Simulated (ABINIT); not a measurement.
Runs of ABINIT 10.8.3 (patched build) on HfC. Symmetry: Fm-3m, No. 225, cubic system. The conventional cell has a = 4.650 Å, b = 4.650 Å, c = 4.650 Å, α = 90.00°, β = 90.00°, γ = 90.00°. Hf (site symmetry m-3m) is surrounded by 6 C at 2.33 Å. C (site symmetry m-3m) is surrounded by 6 Hf at 2.33 Å. 

| task | level | spin | cutoff (eV) | fine-grid cutoff | gap on the mesh (eV) | pressure (GPa) | V0 of scaled cells (Å³/atom) | B0 (GPa) |
| --- | --- | --- | --- | --- | --- | --- | --- | --- |
| equation of state | PW91 | off | 626 | 1224.51 eV | - | - | (d) | 240 |
| band structure | PBE | off | 517 | 1034.03 eV | none | 0.0 | - | - |
| equation of state | LDA | off | 626 | 1224.51 eV | - | - | 11.98 | 267 |
| equation of state | RPBE | off | 626 | 1224.51 eV | - | - | 12.79 | 229 |
| equation of state | PBE | off | 626 | 1224.51 eV | - | - | 12.57 | 239 |
| equation of state | revPBE | off | 626 | 1224.51 eV | - | - | (b) | 231 |
| band structure | PBE | SOC, no magnetisation | 517 | 1034.03 eV | none | -0.2 | - | - |
| equation of state | PBEsol | off | 626 | 1224.51 eV | - | - | 12.24 | 254 |
| equation of state | AM05 | off | 626 | 1224.51 eV | - | - | 12.19 | 255 |
| equation of state | BLYP | off | 626 | 1224.51 eV | - | - | (c) | (a) |

Alike in all rows: potentials or basis JTH PAW PBE v2.0; cell as given; k mesh 10 × 10 × 10; smearing fermi-dirac 0.05 eV.

Q: Fill in the values left out.

A: (a) 225; (b) 12.73; (c) 12.96; (d) 12.56.

Caveats: pressures at fixed basis lie under the slope of the energies (some runs); the PAW data sets were made with another functional, which shifts forces and pressure a little (some runs); spin-orbit coupling is left out, which moves the levels of the heavy elements (some runs).

A k mesh can miss the band edges, and rows without SOC leave out spin-orbit coupling on Hf.

A gap of «none» marks a metal or a gap under the smearing width.
